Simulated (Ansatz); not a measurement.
# Structure relaxation of InSe2

Method: Ansatz, DFT r2SCAN, scalar-relativistic, plane waves, PAW. Cutoff 500 eV, Γ-centred k mesh, Gaussian smearing, no spin polarisation in the final step.

The start puts InSe2 on the tetragonal zirconia structure type (P4_2/nmc, No. 137), with In in place of Zr, Se in place of O, at a guessed volume.

```
CELL_PARAMETERS angstrom
4.71685 0.00000 0.00000
0.00000 4.71685 0.00000
0.00000 0.00000 6.79045
ATOMIC_POSITIONS crystal
In 0.00000 0.00000 0.00000
In 0.50000 0.50000 0.50000
Se 0.00000 0.50000 0.20300
Se 0.00000 0.50000 0.70300
Se 0.50000 0.00000 0.29700
Se 0.50000 0.00000 0.79700
```

Cell and atoms relax at zero pressure; the relaxation can't lower the symmetry of the start.

The zero of energy is the elements' standard structures at the same level; no fitted shifts are applied.

**Question.** Which crystal results?

**Answer.** It keeps P4_2/nmc (No. 137), but not the shape of the type it started on. Conventional cell: a = 3.795 Å, c = 12.931 Å. Around In lie 4 Se at 2.58 Å; Se has 2 In at 2.58 Å.

```cif
data_structure
_symmetry_space_group_name_H-M 'P4_2/nmc:1'
_symmetry_Int_Tables_number 137
_cell_length_a 3.7949
_cell_length_b 3.7949
_cell_length_c 12.9315
_cell_angle_alpha 90.000
_cell_angle_beta 90.000
_cell_angle_gamma 90.000
_cell_volume 186.23
loop_
_atom_site_label
_atom_site_type_symbol
_atom_site_symmetry_multiplicity
_atom_site_Wyckoff_symbol
_atom_site_fract_x
_atom_site_fract_y
_atom_site_fract_z
_atom_site_occupancy
In1 In 2 a 0.00000 0.00000 0.00000 1
Se1 Se 4 d 0.00000 0.50000 0.13462 1
```

**Question.** What are its volume, energy, density and gap?

**Answer.** The volume per atom is 31.0 Å³ and the density is 4.9 g/cm³. The energy over the elements is -0.30 eV/atom and the gap on the 10×10×4 mesh is 0 eV (a metal).

The final run used a 10×10×4 mesh on its 6-atom cell and 0.10 eV smearing. For metals, differences of a few meV/atom aren't resolved. No dispersion correction is applied, so the spacing between layers, chains or molecules is poorly fixed, and with it the volume and density. Symmetry constrained the relaxation, so the result can be a saddle point.